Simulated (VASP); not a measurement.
Input of a VASP 6.6.1 run:

The input POSCAR:

```
WC
1.0
    0.0000000000      2.8868000000      2.8868000000
    2.8868000000      0.0000000000      2.8868000000
    2.8868000000      2.8868000000      0.0000000000
W C
2 2
Direct
    0.5000000000      0.5000000000      0.5000000000
    0.7500000000      0.7500000000      0.7500000000
    0.0000000000      0.0000000000      0.0000000000
    0.2500000000      0.2500000000      0.2500000000
```

The input INCAR.step1:

```
SYSTEM = WC
ALGO     = Fast           ! electronic algorithm
EDIFF    = 1E-6           ! SCF threshold, eV
ENCUT    = 520            ! plane-wave cutoff, eV
GGA      = AM             ! functional
ISIF     = 2              ! what is computed and relaxed
ISMEAR   = -1             ! smearing method
LASPH    = .TRUE.         ! aspherical terms in the spheres
LCHARG   = .TRUE.         ! write CHGCAR
LMAXMIX  = 4              ! l up to which the mixer works
LREAL    = .FALSE.        ! projectors in reciprocal space
LWAVE    = .FALSE.        ! write WAVECAR
NELM     = 80             ! most SCF steps
PREC     = Accurate       ! precision mode
SIGMA    = 0.05           ! smearing width, eV
```

Contents of KPOINTS.step1:

```
k-points
0
G
  6 6 6
  0 0 0
```

File INCAR.step2:

```
SYSTEM = WC
ALGO     = Fast           ! electronic algorithm
EDIFF    = 1E-6           ! SCF threshold, eV
ENCUT    = 520            ! plane-wave cutoff, eV
GGA      = AM             ! functional
ICHARG   = 11             ! starting density
ISIF     = 2              ! what is computed and relaxed
ISMEAR   = 0              ! smearing method
LASPH    = .TRUE.         ! aspherical terms in the spheres
LCHARG   = .FALSE.        ! write CHGCAR
LMAXMIX  = 4              ! l up to which the mixer works
LREAL    = .FALSE.        ! projectors in reciprocal space
LWAVE    = .FALSE.        ! write WAVECAR
NELM     = 80             ! most SCF steps
PREC     = Accurate       ! precision mode
SIGMA    = 0.05           ! smearing width, eV
```

KPOINTS.step2

```
path GXWKGLUWLK,UX
10
line-mode
reciprocal
 0.0000000000  0.0000000000  0.0000000000  G
 0.5000000000  0.0000000000  0.5000000000  X

 0.5000000000  0.0000000000  0.5000000000  X
 0.5000000000  0.2500000000  0.7500000000  W

 0.5000000000  0.2500000000  0.7500000000  W
 0.3750000000  0.3750000000  0.7500000000  K

 0.3750000000  0.3750000000  0.7500000000  K
 0.0000000000  0.0000000000  0.0000000000  G

 0.0000000000  0.0000000000  0.0000000000  G
 0.5000000000  0.5000000000  0.5000000000  L

 0.5000000000  0.5000000000  0.5000000000  L
 0.6250000000  0.2500000000  0.6250000000  U

 0.6250000000  0.2500000000  0.6250000000  U
 0.5000000000  0.2500000000  0.7500000000  W

 0.5000000000  0.2500000000  0.7500000000  W
 0.5000000000  0.5000000000  0.5000000000  L

 0.5000000000  0.5000000000  0.5000000000  L
 0.3750000000  0.3750000000  0.7500000000  K

 0.6250000000  0.2500000000  0.6250000000  U
 0.5000000000  0.0000000000  0.5000000000  X
```

Potentials or basis: VASP PAW PBE potentials, release 64 (W_sv, C).

Command:

```sh
$ cat potpaw_PBE.64/W_sv/POTCAR potpaw_PBE.64/C/POTCAR > POTCAR
$ cp INCAR.step1 INCAR
$ cp KPOINTS.step1 KPOINTS
$ mpirun -np 1 vasp_std > vasp.out
$ cp INCAR.step2 INCAR
$ cp KPOINTS.step2 KPOINTS
$ mpirun -np 1 vasp_std > vasp.out
```

(1) What does it give for the band gap along the path?

Results:

(1) none (metal or under the smearing width).

Caveat: the log is that of the step along the path at fixed density, whose energy, stress, charges and moments have no meaning; spin-orbit coupling is left out, which moves the levels of the heavy elements.
